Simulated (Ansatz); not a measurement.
Input and command of a plane-wave DFT calculation in Ansatz:

```yaml
crystal:
  lattice:
    - [0.0, 3.0951937515, 2.6366465291]
    - [3.0951937515, 0.0, 2.6366465291]
    - [3.0951937515, 3.0951937515, 0.0]
  atoms:
    - { symbol: Zn, position: [0.0, 0.0, 0.0] }
    - { symbol: Se, position: [0.75, 0.75, 0.75] }
basis:
  ecutwfc: 420
kpoints:
  mp_grid: { grid: [8, 8, 8] }
hamiltonian:
  xc: pbe
scf:
  occupations: { method: gaussian, width: 0.05 }
output:
  forces: true
  stress: true
  eigenvalues: true
  write_density: true
  write_potential: true
  elf: true
  volumetric_format: npy
```

```bash
ansatz run input.yaml --threads 2 --pin off --max-ram 5120MiB --backend cpu --events-out ev --progress --plain --runs-dir out
```

Processor: Arm Neoverse V2, 2 threads, on a host shared with other jobs.

Problem. Estimate time, memory and problem size.

Solution. About 2.9 s on 2 threads of Arm Neoverse V2 (shared host), peak memory 0.37 GiB. It solves 18 bands at 59 k points (the mesh reduced by symmetry) with about 985 plane waves, in 6 SCF iterations.
